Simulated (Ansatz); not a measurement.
## PbO2 in Ansatz: the effect of target pressure

Crystal: PbO2.

```
Pb O
1.0
     0.00000    2.70199    2.70199
     2.70199    0.00000    2.70199
     2.70199    2.70199    0.00000
Pb O
1 2
Direct
  0.00000 0.00000 0.00000
  0.75000 0.75000 0.75000
  0.25000 0.25000 0.25000
```

The cell comes from a database or a generator and needn't be the stable form of this composition.

Alike in all runs:

| Property | Result |
| --- | --- |
| Program | Ansatz 0.2.0 |
| Task | relaxation of cell and atoms |
| Functional | PBEsol |
| Potentials or basis | Ansatz PAW |
| Cutoff | 420 eV (not typed: the program's choice for these potentials) |
| k mesh | 9 × 9 × 9 |
| Occupations | fermi-dirac, width 0.05 eV |
| Spin | no spin polarisation |

Each run relaxes the cell or the atoms first.

```csv
target pressure,relaxed volume (Å³/atom)
0 GPa,12.63
2 GPa,12.47
5 GPa,12.25
10 GPa,11.92
20 GPa,?
30 GPa,10.97
```

Task: What does the run with target pressure 20 GPa give?

Result: Relaxed volume 11.39 Å³/atom.

Worked out: In Murnaghan's law V^(-B') rises as a straight line in P. The other rows fit best with B' = 4.6, V0 = 12.63 Å³/atom and B0 = 151 GPa, which gives 11.39 Å³/atom at 20 GPa, against the run's 11.39.

Caveats: the plane-wave basis is chosen anew once the cell has moved, so the energies of steps on either side of that aren't comparable; the PAW data sets come from PBE, with cores solved anew for the run's functional, which leaves a small shift of forces and pressure; the volume moved by over 15 % at a fixed basis, so the end points are rough (some runs).
